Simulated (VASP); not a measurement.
# Nb5N4 in VASP: notebook, part 2 of 2

VASP 6.6.1. The steps go on from the part before.

**3. Single point, LDA**

This run uses another cell than the first one, of 19.26 Å³/atom, 0.885 times its volume.

INCAR reads:

```
PREC     = Accurate       # precision mode
ENCUT    = 400            # plane-wave cutoff, eV
EDIFF    = 1E-7           # SCF threshold, eV
ISMEAR   = 1              # smearing method
SIGMA    = 0.1            # smearing width, eV
LREAL    = F              # projectors in reciprocal space
LASPH    = T              # aspherical terms in the spheres
NELM     = 120            # most SCF steps
ALGO     = Normal         # electronic algorithm
ISIF     = 2              # what is computed and relaxed
LWAVE    = F              # write WAVECAR
LCHARG   = F              # write CHGCAR
LDIPOL   = T            
IDIPOL   = 3            
DIPOL    = 0.5 0.5 0.500
GGA      = CA             # functional
NBANDS   = 60             # bands
LVHAR    = T            
LVACPOTAV= T
```

KPOINTS reads:

```
regular mesh
0
Gamma
  13 13 1
```

POSCAR reads:

```
Nb5N4
1.0
    2.9399979705      0.0000000000      0.0000000000
   -1.4699989852      2.5461129295      0.0000000000
    0.0000000000      0.0000000000     23.1600000000
Nb N
5 4
Direct
    0.0000000000      0.0000000000      0.2590673575
    0.0000000000      0.0000000000      0.3795336788
    0.0000000000      0.0000000000      0.5000000000
    0.0000000000      0.0000000000      0.6204663212
    0.0000000000      0.0000000000      0.7409326425
    0.6666666667      0.3333333334      0.3193005181
    0.6666666667      0.3333333334      0.4397668394
    0.6666666667      0.3333333334      0.5602331606
    0.6666666667      0.3333333334      0.6806994819
```

Potentials or basis: VASP PAW LDA potentials, release 64 (Nb_sv, N).

Launch:

```console
cat potpaw_LDA.64/Nb_sv/POTCAR potpaw_LDA.64/N/POTCAR > POTCAR
mpirun -np 1 vasp_std > vasp.out
```

It took 8.9 min on 1 thread of AMD EPYC, shared host; peak memory 0.23 GiB.

The run converged, but some of its settings lie outside the range that counts as converged, so its numbers aren't taken as properties of the slab.

Results:

```yaml
Free_energy: -100.6977 eV
Largest_force: 0.474 eV/Å
Band_gap_on_the_k_mesh: none (metal or under the smearing width)
Work_function_of_the_upper_face: 5.11 eV
Work_function_of_the_lower_face: 5.11 eV
```

Caveat: the cutoff is under 1.25 times the usual one of these potentials, so pressure, stress and relaxed cells hold a basis-set (Pulay) error.

**4. Single point, LDA**

This run uses another cell than the first one, of 27.58 Å³/atom, 1.268 times its volume.

INCAR reads:

```
SYSTEM = Nb5N4
PREC     = Accurate       ! precision mode
ENCUT    = 750            ! plane-wave cutoff, eV
EDIFF    = 1E-8           ! SCF threshold, eV
ISMEAR   = 1              ! smearing method
SIGMA    = 0.1            ! smearing width, eV
LREAL    = .FALSE.        ! projectors in reciprocal space
LASPH    = .TRUE.         ! aspherical terms in the spheres
NELM     = 120            ! most SCF steps
ALGO     = Normal         ! electronic algorithm
ISIF     = 2              ! what is computed and relaxed
LWAVE    = .FALSE.        ! write WAVECAR
LCHARG   = .FALSE.        ! write CHGCAR
LDIPOL   = .TRUE.       
IDIPOL   = 3            
DIPOL    = 0.5 0.5 0.500
GGA      = CA             ! functional
NBANDS   = 60             ! bands
LVHAR    = .TRUE.       
LVACPOTAV= .TRUE.
```

KPOINTS reads:

```
Automatic mesh
0
G
  16 16 1
  0 0 0
```

POSCAR reads:

```
Nb5N4
1.0
    2.9399979705      0.0000000000      0.0000000000
   -1.4699989852      2.5461129295      0.0000000000
    0.0000000000      0.0000000000     33.1600000000
Nb N
5 4
Direct
    0.0000000000      0.0000000000      0.3317249698
    0.0000000000      0.0000000000      0.4158624849
    0.0000000000      0.0000000000      0.5000000000
    0.0000000000      0.0000000000      0.5841375151
    0.0000000000      0.0000000000      0.6682750302
    0.6666666667      0.3333333334      0.3737937274
    0.6666666667      0.3333333334      0.4579312425
    0.6666666667      0.3333333334      0.5420687575
    0.6666666667      0.3333333334      0.6262062726
```

Launch:

```console
cat potpaw_LDA.64/Nb_sv/POTCAR potpaw_LDA.64/N/POTCAR > POTCAR
mpirun -np 1 vasp_std > vasp.out
```

It took 40 min on 1 thread of Intel Xeon Platinum 8488C (Sapphire Rapids), shared host; peak memory 0.77 GiB.

It converged, with:

* Free energy: -100.7098 eV
* Largest force: 0.470 eV/Å
* Band gap on the k mesh: none (metal or under the smearing width)
* Work function of the upper face: 5.07 eV
* Work function of the lower face: 5.07 eV

Forces in eV/Å, atoms in the order of the input:
```
Nb   0.000  0.000 -0.375
Nb   0.000  0.000 -0.470
Nb   0.000  0.000  0.000
Nb   0.000  0.000  0.470
Nb   0.000  0.000  0.375
N    0.000  0.000  0.127
N    0.000  0.000  0.026
N    0.000  0.000 -0.026
N    0.000  0.000 -0.127
```

Levels at points of the mesh, in eV from the Fermi level:
```tsv
k point	band 41	band 42	band 43	band 44	band 45	band 46
(0.00, 0.00, 0.00)	-0.29	-0.21	-0.21	0.04	0.04	0.41
(0.50, 0.00, 0.00)	-0.18	0.56	0.62	1.99	2.15	2.51
```

**5. Single point, LDA**

This run uses another cell than the first one, of 19.26 Å³/atom, 0.885 times its volume.

Edit INCAR of step 4 so:

```diff
@@ -2,4 +2,4 @@
 PREC     = Accurate       ! precision mode
-ENCUT    = 750            ! plane-wave cutoff, eV
-EDIFF    = 1E-8           ! SCF threshold, eV
+ENCUT    = 300            ! plane-wave cutoff, eV
+EDIFF    = 1E-7           ! SCF threshold, eV
 ISMEAR   = 1              ! smearing method
```

KPOINTS reads:

```
Automatic mesh
0
G
  5 5 1
  0 0 0
```

POSCAR reads:

```
Nb5N4
1.0
    2.9399979705      0.0000000000      0.0000000000
   -1.4699989852      2.5461129295      0.0000000000
    0.0000000000      0.0000000000     23.1600000000
Nb N
5 4
Direct
    0.0000000000      0.0000000000      0.2590673575
    0.0000000000      0.0000000000      0.3795336788
    0.0000000000      0.0000000000      0.5000000000
    0.0000000000      0.0000000000      0.6204663212
    0.0000000000      0.0000000000      0.7409326425
    0.6666666667      0.3333333334      0.3193005181
    0.6666666667      0.3333333334      0.4397668394
    0.6666666667      0.3333333334      0.5602331606
    0.6666666667      0.3333333334      0.6806994819
```

Launch:

```console
cat potpaw_LDA.64/Nb_sv/POTCAR potpaw_LDA.64/N/POTCAR > POTCAR
mpirun -np 1 vasp_std > vasp.out
```

It took 41 s on 1 thread of Intel Xeon Platinum 8488C (Sapphire Rapids), shared host; peak memory 0.16 GiB.

The run converged, but a check on its numbers failed (symmetry, net force, bounds or a known fault of this set-up), so they aren't taken as properties of the slab.

Caveat: the k mesh is coarse (spacing up to 0.49 Å⁻¹), so the values aren't converged; the cutoff lies under the usual one of these potentials, so the numbers hold a large basis-set error.

**6. Single point, LDA**

This run uses another cell than the first one, of 14.27 Å³/atom, 0.656 times its volume.

Edit INCAR of step 5 so:

```diff
@@ -2,3 +2,3 @@
 PREC     = Accurate       ! precision mode
-ENCUT    = 300            ! plane-wave cutoff, eV
+ENCUT    = 400            ! plane-wave cutoff, eV
 EDIFF    = 1E-7           ! SCF threshold, eV
```

KPOINTS reads:

```
Automatic mesh
0
G
  8 8 1
  0 0 0
```

POSCAR reads:

```
Nb5N4
1.0
    2.9399979705      0.0000000000      0.0000000000
   -1.4699989852      2.5461129295      0.0000000000
    0.0000000000      0.0000000000     17.1600000000
Nb N
5 4
Direct
    0.0000000000      0.0000000000      0.1748251748
    0.0000000000      0.0000000000      0.3374125874
    0.0000000000      0.0000000000      0.5000000000
    0.0000000000      0.0000000000      0.6625874126
    0.0000000000      0.0000000000      0.8251748252
    0.6666666667      0.3333333334      0.2561188811
    0.6666666667      0.3333333334      0.4187062937
    0.6666666667      0.3333333334      0.5812937063
    0.6666666667      0.3333333334      0.7438811189
```

Potentials or basis: VASP PAW LDA potentials, release 64 (Nb_sv, N).

Launch:

```console
cat potpaw_LDA.64/Nb_sv/POTCAR potpaw_LDA.64/N/POTCAR > POTCAR
mpirun -np 1 vasp_std > vasp.out
```

OUTCAR:

```text
SYSTEM = Nb5N4
   PREC = Accurate
   ENCUT = 400
   EDIFF = 1E-7
   ISMEAR = 1
   LREAL = .FALSE.
   LASPH = .TRUE.
   NELM = 120
   ISIF = 2
   GGA = CA

 Found     10 irreducible k-points:

 Following reciprocal coordinates:
            Coordinates               Weight
  0.000000  0.000000  0.000000      1.000000
  0.125000 -0.000000  0.000000      6.000000
  0.250000 -0.000000  0.000000      6.000000
  0.375000  0.000000  0.000000      6.000000
  0.500000 -0.000000  0.000000      3.000000
  0.125000  0.125000  0.000000      6.000000
[... 429 lines left out ...]
  Total       -7.8960395     -7.8960395      3.4628991     -0.0000000      0.0000000     -0.0000000
  in kB      -98.4867750    -98.4867750     43.1925098     -0.0000000      0.0000000     -0.0000000
  external PRESSURE =     -51.2603467 kB  Pullay stress =       0.0000000 kB

 VOLUME and BASIS-vectors are now :
 -----------------------------------------------------------------------------
  energy-cutoff  :      400.00
  volume of cell :      128.45
      direct lattice vectors                 reciprocal lattice vectors
     2.939997970  0.000000000  0.000000000     0.340136289  0.196377778  0.000000000
    -1.469998985  2.546112930  0.000000000     0.000000000  0.392755556  0.000000000
     0.000000000  0.000000000 17.160000000     0.000000000  0.000000000  0.058275058

 POSITION                                       TOTAL-FORCE (eV/Angst)
 -----------------------------------------------------------------------------------
      0.00000      0.00000      3.00000        -0.000000     -0.000000     -0.458466
      0.00000      0.00000      5.79000        -0.000000     -0.000000     -0.453318
      0.00000      0.00000      8.58000        -0.000000     -0.000000      0.000000
      0.00000      0.00000     11.37000        -0.000000     -0.000000      0.453318
      0.00000      0.00000     14.16000        -0.000000     -0.000000      0.458466
      1.47000      0.84870      4.39500        -0.000000      0.000000      0.120840
      1.47000      0.84870      7.18500         0.000000      0.000000      0.034956
      1.47000      0.84870      9.97500         0.000000      0.000000     -0.034956
      1.47000      0.84870     12.76500        -0.000000      0.000000     -0.120840
 -----------------------------------------------------------------------------------
    total drift:                                0.000002     -0.000001      0.000000

  FREE ENERGIE OF THE ION-ELECTRON SYSTEM (eV)
  ---------------------------------------------------
  free  energy   TOTEN  =      -100.6986635309 eV

  energy  without entropy=     -100.7014138152  energy(sigma->0) =     -100.69958029
```

It took 63 s on 1 thread of Intel Xeon Platinum 8488C (Sapphire Rapids), shared host; peak memory 0.18 GiB.

The run converged, but some of its settings lie outside the range that counts as converged, so its numbers aren't taken as properties of the slab.

What came out:

```yaml
Free_energy: -100.6987 eV
Largest_force: 0.458 eV/Å
Band_gap_on_the_k_mesh: none (metal or under the smearing width)
```

Caveat: the cutoff is under 1.25 times the usual one of these potentials, so pressure, stress and relaxed cells hold a basis-set (Pulay) error.
